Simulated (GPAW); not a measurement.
**BN: relaxation of cell and atoms with PBEsol+D3**

Crystal: BN.

```
CELL_PARAMETERS angstrom
2.49824 0.00000 0.00000
-1.24912 2.16354 0.00000
0.00000 0.00000 6.63570
ATOMIC_POSITIONS crystal
N 0.66667 0.33333 0.25000
N 0.33333 0.66667 0.75000
B 0.66667 0.33333 0.75000
B 0.33333 0.66667 0.25000
```

```json
{"Program": "GPAW 26.7.0", "Task": "relaxation of cell and atoms", "Functional": "PBEsol", "Dispersion": "D3", "Potentials or basis": "PAW data sets generated in the run's folder for this functional", "Cutoff": "800 eV", "Basis": "pw", "k mesh": "9 × 9 × 3", "Occupations": "fermi-dirac, width 0.05 eV", "Spin": "no spin polarisation", "Maxiter": "150", "Optimizer": "BFGS", "Fmax": "0.02 eV/Å", "Max steps": "60", "Convergence": "density=1e-05 forces=0.0001"}
```

| Property | Result |
| --- | --- |
| Relaxed volume | 8.55 Å³/atom |
| Relaxed cell | a = 2.501 Å, b = 2.501 Å, c = 6.317 Å, α = 90.00°, β = 90.00°, γ = 120.00° |
| Space group after relaxing (to 0.05 Å) | P6_3/mmc (No. 194) |
| Energy gained by relaxing | -0.1 meV/atom |
| Ionic steps | 9 |
| Pressure after relaxing | 0.0 GPa |
| Band gap on the k mesh | 4.27 eV, indirect (least direct gap 4.46 eV) |
| Dispersion energy per atom | -0.078 eV |

Forces on the atoms (eV/Å):
```
N    0.000  0.000 -0.001
N    0.000  0.000  0.001
B    0.000  0.000 -0.002
B    0.000  0.000  0.002
```

The path:
| step | energy change (eV) | largest force (eV/Å) | pressure (GPa) | volume (Å³) |
| --- | --- | --- | --- | --- |
| 1 | 0.0000 | 0.0009 | 0.14 | 35.87 |
| 2 | -0.0002 | 0.0007 | 0.00 | 35.87 |
| 3 | -0.0011 | 0.0015 | -1.25 | 35.87 |
| 4 | -0.0013 | 0.0014 | -1.41 | 35.85 |
| 5 | -0.0013 | 0.0005 | -2.28 | 35.48 |
| 6 | -0.0010 | 0.0027 | -2.39 | 34.96 |
| 7 | 0.0005 | 0.0047 | -1.48 | 34.36 |
| 8 | 0.0007 | 0.0040 | -0.36 | 34.18 |
| 9 | 0.0005 | 0.0025 | 0.00 | 34.21 |

Final structure:
```yaml
crystal:
  lattice:
    - [2.50062, 0.00000, 0.00000]
    - [-1.25031, 2.16560, 0.00000]
    - [0.00000, 0.00000, 6.31703]
  atoms:
    - { symbol: N, position: [0.66667, 0.33333, 0.24989] }
    - { symbol: N, position: [0.33333, 0.66667, 0.75011] }
    - { symbol: B, position: [0.66667, 0.33333, 0.75013] }
    - { symbol: B, position: [0.33333, 0.66667, 0.24987] }
```

Levels at points of the mesh, in eV from the valence-band top:
| k point | band 5 | band 6 | band 7 | band 8 | band 9 | band 10 | band 11 | band 12 |
| --- | --- | --- | --- | --- | --- | --- | --- | --- |
| (0.00, 0.00, 0.00) | -1.29 | -1.29 | -1.23 | -1.23 | 5.43 | 10.81 | 11.53 | 11.53 |

Wall time 92 s on 1 thread of Intel(R) Xeon(R) 6975P-C (Granite Rapids) (shared host), peak memory 0.27 GiB.

Caveat: later steps reuse the first step's grids; an odd mesh through Γ misses points on the zone boundary, where band edges often lie.
